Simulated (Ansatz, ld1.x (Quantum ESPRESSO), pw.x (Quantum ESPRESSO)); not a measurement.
sulfur: one change to the TM potential, in the atom and in the fcc crystal

ld1.x (Quantum ESPRESSO) 7.5 input, shortened:

```
&input
   title='S', zed=16., rel=1, dft='PBE', iswitch=3,
   config='[Ne] 3s2 3p4'
 /
 &inputp
   pseudotype=2, tm=.true., lloc=-1, rcloc=1.20,
   nlcc=.true., new_core_ps=.true., rcore=1.30
 /
2
3S  1  0   2.00   0.00  1.45  1.45  0.0
3P  2  1   4.00   0.00  1.70  1.70  0.0
 &test
   configts(1)='3s2 3p4'
 /
```

Change: local potential all-electron potential smoothed inside 1.00 bohr (lloc = -1).

Cutoffs, loose and tight: the cutoffs (Ry, on a coarse ladder) from which the occupation-weighted sum of valence levels, in a spherical-Bessel basis at the reference potential, stays within 10 and 1 mRy of its value at 400 Ry. They do not see the model core or the augmentation charge, which bear on the density cutoff. Test errors are all-electron minus pseudo excitation energies from the reference, over the configurations 3s2 3p3; 3s2 3p2; 3s2 3p1; 3s1 3p5; 3s2 3p0; 3s0 3p6; 3s1 3p4; variants that change the core or the reference have their own tests.

Crystal test: fcc S in pw.x 7.5, no spin, 14³ k-points, Fermi–Dirac smearing 0.01 Ry, cutoffs set for each file from its atomic test. The reference is all-electron LAPW (Ansatz 0.2.0) with the same functional, mesh and smearing; V0 and B0 come from Birch–Murnaghan fits to the pressures at five volumes. Errors are pseudo minus all-electron; Δ is the rms difference of the E(V) curves that follow from these fits, minima aligned, over ±6 % about the mean V0. Mesh and smearing are coarse, so the numbers serve the comparison and aren't converged zero-temperature values; the lattice is a test structure that the element need not adopt.

All-electron: a0 = 3.994 Å (V0 = 15.92 Å³/atom), B0 = 76.3 GPa.

Does the change bring the crystal closer to the all-electron result?

The mean pressure error goes from +2.15 to +0.27 GPa, so the change moves the solid closer to the all-electron pressures. The B0 error goes the other way, from -0.8 to +1.3 %. At 80 % of its cutoff the pressure of the changed file moves by -0.60 GPa.

```json
{"quantity": "outcome (atom)", "base": "generated", "changed": "generated"}
{"quantity": "cutoff, loose (atom)", "base": "30 Ry", "changed": "25 Ry"}
{"quantity": "cutoff, tight (atom)", "base": "60 Ry", "changed": "60 Ry"}
{"quantity": "bound ghosts (atom)", "base": "none", "changed": "none"}
{"quantity": "largest test error (meV) (atom)", "base": "+264", "changed": "+519"}
{"quantity": "cutoffs in pw.x (Ry)", "base": "75/300", "changed": "75/300"}
{"quantity": "a0 (Å)", "base": "4.029", "changed": "3.998"}
{"quantity": "a0 error (%)", "base": "+0.89", "changed": "+0.11"}
{"quantity": "B0 error (%)", "base": "-0.8", "changed": "+1.3"}
{"quantity": "Δ (meV/atom)", "base": "7.2", "changed": "0.9"}
{"quantity": "mean pressure error (GPa)", "base": "+2.15", "changed": "+0.27"}
```

Base: This is a poor potential for the solid.
